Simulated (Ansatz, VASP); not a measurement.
# MgI2: VASP beside Ansatz

The input INCAR:

```
SYSTEM = MgI2
ALGO     = Normal         ! electronic algorithm
EDIFF    = 1E-6           ! SCF threshold, eV
ENCUT    = 520            ! plane-wave cutoff, eV
GGA      = PE             ! functional
ISIF     = 2              ! what is computed and relaxed
ISMEAR   = 0              ! smearing method
LASPH    = .True.         ! aspherical terms in the spheres
LCHARG   = .False.        ! write CHGCAR
LREAL    = .False.        ! projectors in reciprocal space
LWAVE    = .False.        ! write WAVECAR
NBANDS   = 15             ! bands
NELM     = 60             ! most SCF steps
PREC     = Accurate       ! precision mode
SIGMA    = 0.05           ! smearing width, eV
```

Contents of KPOINTS:

```
k-points
0
Gamma
  6 6 4
  0 0 0
```

POSCAR

```
MgI2
1.0
    4.0918639477      0.0000000000      0.0000000000
   -2.0459319739      3.5436581276      0.0000000000
    0.0000000000      0.0000000000      7.5975677033
Mg I
1 2
Direct
    0.0000000000      0.0000000000      0.0000000000
    0.3333333333      0.6666666667      0.7743456377
    0.6666666667      0.3333333333      0.2256543623
```

Input for Ansatz:

```yaml
crystal:
  lattice:
    - [4.0918639477, 0.0, 0.0]
    - [-2.0459319739, 3.5436581276, 0.0]
    - [0.0, 0.0, 7.5975677033]
  atoms:
    - { symbol: Mg, position: [0.0, 0.0, 0.0] }
    - { symbol: I, position: [0.3333333333, 0.6666666667, 0.7743456377] }
    - { symbol: I, position: [0.6666666667, 0.3333333333, 0.2256543623] }
basis:
  ecutwfc: 520.0
kpoints:
  mp_grid: { grid: [6, 6, 4] }
hamiltonian:
  xc: pbe
scf:
  occupations: { method: gaussian, width: 0.05 }
output:
  forces: true
  stress: true
  eigenvalues: true
```

Alike in both runs: task single point; functional PBE; k mesh 6 × 6 × 4; occupations gaussian, width 0.05 eV; no spin polarisation.

|  | VASP | Ansatz |
| --- | --- | --- |
| version | VASP 6.6.1 | Ansatz 0.2.0 |
| potentials or method | VASP PAW PBE potentials, release 64 (Mg, I) | scalar-relativistic, plane waves, PAW |
| plane-wave cutoff (eV) | 520 | 520 |
| valence electrons in the cell | 16 | 44 |

VASP gave:

| Quantity | Value |
| --- | --- |
| gap on the k mesh at the Fermi level (eV) | 3.49 |
| least direct gap on the mesh (eV) | 3.73 |
| pressure (GPa) | 1.0 |
| largest component of the traceless stress (GPa) | 0.98 |
| rms of the force components (eV/Å) | 0.015 |

**Question.** Which values does Ansatz return?

**Answer.** gap on the k mesh at the Fermi level (eV): 3.51; least direct gap on the mesh (eV): 3.74; pressure (GPa): 1.0; largest component of the traceless stress (GPa): 0.98; rms of the force components (eV/Å): 0.010.

Atom by atom the forces differ by 0.005 eV/Å (rms over components). The two sets of potentials don't hold the same shells in valence.

Caveats: spin-orbit coupling is left out, which moves the levels of the heavy elements; this functional lacks dispersion, which binds the layers, so the pressure and a relaxed spacing across them are unreliable. A k mesh can miss the band edges.
